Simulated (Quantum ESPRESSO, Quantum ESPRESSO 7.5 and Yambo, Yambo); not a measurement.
## Beyond one shot: CdSe (F-43m)

Wanted: G0W0 and self-consistent gaps of CdSe (F-43m), with the cost of the cycles.

Program: Quantum ESPRESSO 7.5 and Yambo 5.3.0. Level of theory: PBE and many-body steps on it, plane waves. Results are calculated unless marked as measured.

**Experimental background.**

- Gap 1.69 ± 0.02 eV: direct gap from (alpha E)^2 extrapolation; spectroscopic ellipsometry; 300 K; film (fully relaxed MBE film, 304 nm) on GaAs(100) (“Band gap bowing of binary alloys: Experimental results compared to theoretical tight-binding supercell calculations for CdZnSe”, 2010, arxiv:1007.2297).

This is a report of a sequence of runs, with most program output left out.

### 1. Starting point

It takes space group F-43m (No. 216, cubic). The conventional cell has a = 6.141 Å, b = 6.141 Å, c = 6.141 Å, α = 90.00°, β = 90.00°, γ = 90.00°. Nearest to Cd lie 4 Se at 2.66 Å. Nearest to Se lie 4 Cd at 2.66 Å. Farther neighbours and most contacts between anions are not listed.

The cell and positions are those that the Materials Project relaxed with its own functionals (PBE, PBE+U or r2SCAN), kept fixed.

### 2. Empty states on the mesh, 4×4×4 mesh, 107 bands

This step: Quantum ESPRESSO 7.5; DFT, PBE, plane waves, norm-conserving pseudopotentials.

The sums over transitions need many empty states on a uniform mesh; this step solves for them.

pw.in

```
&control
  calculation = 'nscf'
  prefix = 'x'
  outdir = 'o'
  pseudo_dir = 'pseudo'
/
&system
  ibrav = 0
  nat = 2
  ntyp = 2
  ecutwfc = 104.0
  nbnd = 107
  force_symmorphic = .true.
/
&electrons
  conv_thr = 1e-9
  electron_maxstep = 80
  diago_full_acc = .true.
  diago_thr_init = 5e-6
/
ATOMIC_SPECIES
  Cd 112.41 Cd.upf
  Se 78.971 Se.upf
CELL_PARAMETERS angstrom
  -0.0000000000 3.0702711986 3.0702711986
  3.0702711986 -0.0000000000 3.0702711986
  3.0702711986 3.0702711986 -0.0000000000
ATOMIC_POSITIONS crystal
  Cd 0.0000000000 0.0000000000 0.0000000000
  Se 0.7500000000 0.7500000000 0.7500000000
K_POINTS automatic
  4 4 4 0 0 0
```

Run with:

```
$ OMP_NUM_THREADS=1 mpirun -n 4 pw.x -nk 4 -in pw.in > pw.out
```

Wall time 17 s (4 MPI ranks of Arm Neoverse V1, shared host); peak memory 0.49 GiB.

This step gave:

* gap: 0.5509 eV
* k of the valence top: 0, 0, 0
* k of the conduction bottom: 0, 0, 0
* least direct gap: 0.5509 eV
* k points computed: 8
* lowest point of the top converged band, above the valence top: 67.0077 eV

On this mesh the gap is 0.551 eV.

The density comes from a self-consistent run that is not shown.

### 3. Conversion and set-up

This step: Yambo 5.3.0; conversion and set-up on PBE, plane waves, norm-conserving pseudopotentials.

The states are converted to the many-body program's format and the q mesh is built.

Run with:

```
$ (cd o/x.save; p2y > p2y.log; mv SAVE ../..); yambo > setup.log
```

Elapsed: 3.4 s, on 1 MPI rank; peak memory 0.26 GiB.

### 4. G0W0

Now the one-shot GW correction: screening in the RPA, then the self-energy of the levels asked for.

This step: G0W0 on PBE, plane waves, norm-conserving pseudopotentials.

gw1.in

```
HF_and_locXC
gw0
dyson
ppa
em1d
rim_cut
RandQpts= 1000000
RandGvec= 1 RL
EXXRLvcs= 104 Ry
VXCRLvcs= 416 Ry
Chimod= "HARTREE"
% BndsRnXp
 1 | 107 |
%
NGsBlkXp= 11 Ry
% LongDrXp
 1 | 1 | 1 |
%
% GbndRnge
 1 | 107 |
%
DysSolver= "n"
ExtendOut
PPAPntXp= 27.21138 eV
% QPkrange
 1 | 8 | 14 | 26 |
%
```

Run with:

```
$ OMP_NUM_THREADS=1 mpirun -n 4 yambo -F gw1.in -J gw1 -C gw1 > gw1.log
```

It took 16 min on 4 MPI ranks; peak memory 2.7 GiB; 64 min of CPU time.

Numbers from this step:

- G0W0 gap on the mesh: 1.136 eV
- starting gap on the mesh: 0.5509 eV
- k of the valence top: 0, 0, 0
- k of the conduction bottom: 0, 0, 0
- least direct G0W0 gap on the computed points: 1.136 eV
- Z at the valence top: 0.7903
- Z at the conduction bottom: 0.8121

The gap on the mesh goes from 0.55 eV to 1.14 eV, a correction of +0.59 eV.

### 5. evGW0, cycle 1

This step: evGW0 on PBE, plane waves, norm-conserving pseudopotentials.

gw2.in, as its differences from gw1.in of step 4:

```diff
@@ -27 +27,2 @@
 %
+GfnQPdb= "E < ./gw1/ndb.QP"
```

Run with:

```
$ OMP_NUM_THREADS=1 mpirun -n 4 yambo -F gw2.in -J gw2,gw1_W -C gw2 > gw2.log
```

Elapsed: 13 min, on 4 MPI ranks; peak memory 2.8 GiB; 53 min of CPU time.

This step gave:

* quasiparticle gap on the mesh: 1.212 eV
* gap of the density functional on the mesh: 0.5509 eV
* k of the valence top: 0, 0, 0
* k of the conduction bottom: 0, 0, 0
* least direct quasiparticle gap on the computed points: 1.212 eV
* Z at the valence top: 0.7933
* Z at the conduction bottom: 0.8198

Against G0W0 in Yambo (4×4×4 mesh, 107 bands, screening to 149.7 eV, Godby-Needs plasmon pole), the gap moves by +0.076 eV.

The program's own table gives 1.317 eV, which is too large where the input levels are shifted: this version takes Σc at the unshifted level E₀, yet steps from the shifted one. The value above is the Newton step from E₀, E₀ + Z(Σc + Σx − Vxc), rebuilt from the printed columns.

### 6. evGW0, cycle 2

The corrected levels of the last cycle go back in.

gw3.in, as its differences from gw2.in of step 5:

```diff
@@ -27,2 +27,2 @@
 %
-GfnQPdb= "E < ./gw1/ndb.QP"
+GfnQPdb= "E < ./gw2_fix/ndb.QP"
```

Run with:

```
$ OMP_NUM_THREADS=1 mpirun -n 4 yambo -F gw3.in -J gw3,gw1_W -C gw3 > gw3.log
```

Elapsed: 13 min, on 4 MPI ranks; peak memory 2.6 GiB.

Numbers from this step:

```yaml
quasiparticle_gap_on_the_mesh: 1.222 eV
gap_of_the_density_functional_on_the_mesh: 0.5509 eV
k_of_the_valence_top: 0, 0, 0
k_of_the_conduction_bottom: 0, 0, 0
least_direct_quasiparticle_gap_on_the_computed_points: 1.222 eV
```

Against the cycle before, the gap moves by +0.010 eV.

The program's own table gives 1.340 eV, which is too large where the input levels are shifted: this version takes Σc at the unshifted level E₀, yet steps from the shifted one. The value above is the Newton step from E₀, E₀ + Z(Σc + Σx − Vxc), rebuilt from the printed columns.

### 7. evGW, cycle 1

This step: evGW on PBE, plane waves, norm-conserving pseudopotentials.

gw4.in, as its differences from gw3.in of step 6:

```diff
@@ -27,2 +27,3 @@
 %
-GfnQPdb= "E < ./gw2_fix/ndb.QP"
+GfnQPdb= "E < ./gw1/ndb.QP"
+XfnQPdb= "E < ./gw1/ndb.QP"
```

Run with:

```
$ OMP_NUM_THREADS=1 mpirun -n 4 yambo -F gw4.in -J gw4 -C gw4 > gw4.log
```

Run time: 16 min. Hardware: 4 MPI ranks; peak memory 2.7 GiB; 63 min of CPU time.

Numbers from this step:

| Quantity | Value |
| --- | --- |
| quasiparticle gap on the mesh | 1.318 eV |
| gap of the density functional on the mesh | 0.5509 eV |
| k of the valence top | 0, 0, 0 |
| k of the conduction bottom | 0, 0, 0 |
| least direct quasiparticle gap on the computed points | 1.318 eV |

Against G0W0 in Yambo (4×4×4 mesh, 107 bands, screening to 149.7 eV, Godby-Needs plasmon pole), the gap moves by +0.181 eV.

The program's own table gives 1.417 eV, which is too large where the input levels are shifted: this version takes Σc at the unshifted level E₀, yet steps from the shifted one. The value above is the Newton step from E₀, E₀ + Z(Σc + Σx − Vxc), rebuilt from the printed columns.

### 8. evGW, cycle 2

gw5.in, as its differences from gw4.in of step 7:

```diff
@@ -27,3 +27,3 @@
 %
-GfnQPdb= "E < ./gw1/ndb.QP"
-XfnQPdb= "E < ./gw1/ndb.QP"
+GfnQPdb= "E < ./gw4_fix/ndb.QP"
+XfnQPdb= "E < ./gw4_fix/ndb.QP"
```

Run with:

```
$ OMP_NUM_THREADS=1 mpirun -n 4 yambo -F gw5.in -J gw5 -C gw5 > gw5.log
```

Wall time 16 min (4 MPI ranks); peak memory 2.7 GiB.

This step gave:

| Item | Value |
| --- | --- |
| quasiparticle gap on the mesh | 1.372 eV |
| gap of the density functional on the mesh | 0.5509 eV |
| k of the valence top | 0, 0, 0 |
| k of the conduction bottom | 0, 0, 0 |
| least direct quasiparticle gap on the computed points | 1.372 eV |

Against the cycle before, the gap moves by +0.054 eV.

The program's own table gives 1.498 eV, which is too large where the input levels are shifted: this version takes Σc at the unshifted level E₀, yet steps from the shifted one. The value above is the Newton step from E₀, E₀ + Z(Σc + Σx − Vxc), rebuilt from the printed columns.

### 9. evGW, cycle 3

gw6.in, as its differences from gw5.in of step 8:

```diff
@@ -27,3 +27,3 @@
 %
-GfnQPdb= "E < ./gw4_fix/ndb.QP"
-XfnQPdb= "E < ./gw4_fix/ndb.QP"
+GfnQPdb= "E < ./gw5_fix/ndb.QP"
+XfnQPdb= "E < ./gw5_fix/ndb.QP"
```

Run with:

```
$ OMP_NUM_THREADS=1 mpirun -n 4 yambo -F gw6.in -J gw6 -C gw6 > gw6.log
```

Elapsed: 16 min, on 4 MPI ranks; peak memory 2.7 GiB.

This step gave:

```
quasiparticle gap on the mesh                         : 1.388 eV
gap of the density functional on the mesh             : 0.5509 eV
k of the valence top                                  : 0, 0, 0
k of the conduction bottom                            : 0, 0, 0
least direct quasiparticle gap on the computed points : 1.388 eV
```

Against the cycle before, the gap moves by +0.016 eV.

The program's own table gives 1.522 eV, which is too large where the input levels are shifted: this version takes Σc at the unshifted level E₀, yet steps from the shifted one. The value above is the Newton step from E₀, E₀ + Z(Σc + Σx − Vxc), rebuilt from the printed columns.

### 10. evGW, cycle 4

gw7.in, as its differences from gw6.in of step 9:

```diff
@@ -27,3 +27,3 @@
 %
-GfnQPdb= "E < ./gw5_fix/ndb.QP"
-XfnQPdb= "E < ./gw5_fix/ndb.QP"
+GfnQPdb= "E < ./gw6_fix/ndb.QP"
+XfnQPdb= "E < ./gw6_fix/ndb.QP"
```

Run with:

```
$ OMP_NUM_THREADS=1 mpirun -n 4 yambo -F gw7.in -J gw7 -C gw7 > gw7.log
```

Elapsed: 16 min, on 4 MPI ranks; peak memory 2.7 GiB.

This step gave:

```yaml
quasiparticle_gap_on_the_mesh: 1.393 eV
gap_of_the_density_functional_on_the_mesh: 0.5509 eV
k_of_the_valence_top: 0, 0, 0
k_of_the_conduction_bottom: 0, 0, 0
least_direct_quasiparticle_gap_on_the_computed_points: 1.393 eV
```

Against the cycle before, the gap moves by +0.005 eV.

The program's own table gives 1.529 eV, which is too large where the input levels are shifted: this version takes Σc at the unshifted level E₀, yet steps from the shifted one. The value above is the Newton step from E₀, E₀ + Z(Σc + Σx − Vxc), rebuilt from the printed columns.

### 11. Side by side

Times are wall times on 4 MPI ranks of Arm Neoverse V1, shared host, good to a factor of about two.

```tsv
run	mesh	bands	screening cutoff (eV)	DFT gap (eV)	gap on the mesh (eV)	direct (eV)	time
G0W0	4×4×4	107	149.7	0.551	1.136	1.136	16 min
evGW0, cycle 1	4×4×4	107	149.7	0.551	1.212	1.212	13 min
evGW0, cycle 2	4×4×4	107	149.7	0.551	1.222	1.222	13 min
evGW, cycle 1	4×4×4	107	149.7	0.551	1.318	1.318	16 min
evGW, cycle 2	4×4×4	107	149.7	0.551	1.372	1.372	16 min
evGW, cycle 3	4×4×4	107	149.7	0.551	1.388	1.388	16 min
evGW, cycle 4	4×4×4	107	149.7	0.551	1.393	1.393	16 min
```

### 12. What came out

| Quantity | Value |
| --- | --- |
| G0W0 | 1.136 eV |
| evGW0, cycle 1 | 1.212 eV |
| evGW0, cycle 2 | 1.222 eV |
| evGW, cycle 1 | 1.318 eV |
| evGW, cycle 2 | 1.372 eV |
| evGW, cycle 3 | 1.388 eV |
| evGW, cycle 4 | 1.393 eV |
| known limits | not at the basis limit; no spin-orbit coupling; coarse k mesh |

**Reading.** evGW0 ends at 1.22 eV, +0.09 eV from G0W0, after 2 cycles that took 27 min beside the first screening; the last moved the gap by 0.010 eV. evGW ends at 1.39 eV, +0.26 eV from G0W0, after 4 cycles that took 63 min beside the first screening; the last moved the gap by 0.005 eV. Against experiment, by evGW, cycle 4: the direct gap of 1.39 eV lies −0.30 eV from the measured 1.69 ± 0.02 eV (direct, 300 K, on GaAs(100), 2010). An exciton line or allowed optical edge lies below the quasiparticle gap by the binding energy; a forbidden edge can push the onset above it. These are gaps on the mesh, at modest bands and cutoff. The calculation has static nuclei and no excitons; a measured gap holds zero-point and thermal motion, which mostly lowers it. Bands and cutoff are finite, so the gap is not at the basis limit. The miss can reach some tenths of an eV and take either sign; the mesh is an error of its own. The 4×4×4 mesh is coarse for this cell, which bears on the long-range parts of exchange and screening. The many-body steps are scalar-relativistic: spin-orbit coupling is not in them.

[Paths, hosts, dates, memory and timing lines, banners, echoed tables and standing remarks are left out of the program output.]

[Logs are printed without paths, hosts, clocks, repeated set-up lines and the standing remarks that a program may print on its own settings, such as how far it seeks lower states.]

[Runs of the session that timed out or met a known fault of the program may be left out.]

[Hosts, paths, dates, database ids (printed as entryN), source tags and the programs' standing remarks are cut or masked in the printed files.]
